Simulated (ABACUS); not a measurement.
## Rh under changes of volume

One of the cells (13.671 Å³/atom); the others are scaled copies at fixed shape and fractional positions:

```
CELL_PARAMETERS angstrom
0.00000 1.89785 1.89785
1.89785 0.00000 1.89785
1.89785 1.89785 0.00000
ATOMIC_POSITIONS crystal
Rh 0.00000 0.00000 0.00000
```

* Program: ABACUS 3.10.1
* Functional: SCAN
* Potentials or basis: SG15 ONCV 1.2 PBE
* Cutoff: 1401 eV
* Density cutoff: 5606 eV
* Basis: plane waves
* k mesh: 8 × 8 × 8
* Occupations: fermi-dirac, width 0.05 eV
* Spin: no spin polarisation

```tsv
volume (Å³/atom)	energy over the lowest point (meV/atom)	pressure (GPa)
12.851	33.90	17.5
13.125	10.77	9.8
13.398	0.00	3.0
13.671	0.13	-2.9
13.945	9.90	-8.2
14.218	?	?
14.492	53.96	-17.0
```

Q: What does the run at 14.218 Å³/atom give?

A: Energy over the lowest point 28.18 meV/atom; pressure -12.9 GPa.

Worked out: A Birch-Murnaghan fit of order 3 (a polynomial in V^(-2/3)) to the other rows has its minimum at 13.53 Å³/atom with B0 = V·E''(V) = 297 GPa and B' = 5.1. It gives 28.13 meV/atom at 14.218 Å³/atom, against the run's 28.18, and -dE/dV = -13.0 GPa, against -12.9.

Energies are extrapolated to zero smearing.

Caveats: some runs use coarse meshes; the potentials were made for another functional, which shifts forces and pressure.
